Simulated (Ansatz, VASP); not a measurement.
W in VASP and in Ansatz

```
W
1.0
     0.00000    1.96910    1.96910
     1.96910    0.00000    1.96910
     1.96910    1.96910    0.00000
W
1
Cartesian
  0.0000 0.0000 0.0000
```

Change from the starting cell: strain -0.030 along x and y, -0.030 along z, atoms carried along.

Alike in both runs: task single point; functional r2SCAN; k mesh 20 × 20 × 20; occupations gaussian, width 0.15 eV; no spin polarisation.

```csv
,VASP,Ansatz
version,VASP 6.6.1,Ansatz 0.2.0
potentials or method,"VASP PAW PBE potentials, release 64 (W_sv)","scalar-relativistic, plane waves, PAW"
plane-wave cutoff (eV),520,500
valence electrons in the cell,14,14
```

VASP gave:

* gap on the k mesh at the Fermi level (eV): none
* pressure (GPa): 21.4

Q: Which values does Ansatz return?

A: gap on the k mesh at the Fermi level (eV): none; pressure (GPa): 19.8.

A gap of «none» marks a metal or a gap that the smearing closes.

Caveats: so large a pressure means that the cell lies far from this level's equilibrium, or that cutoff or potentials fall short (VASP); the potentials were made for another functional, which shifts forces and pressure (VASP). Spin-orbit coupling is left out, which matters for the levels of W.
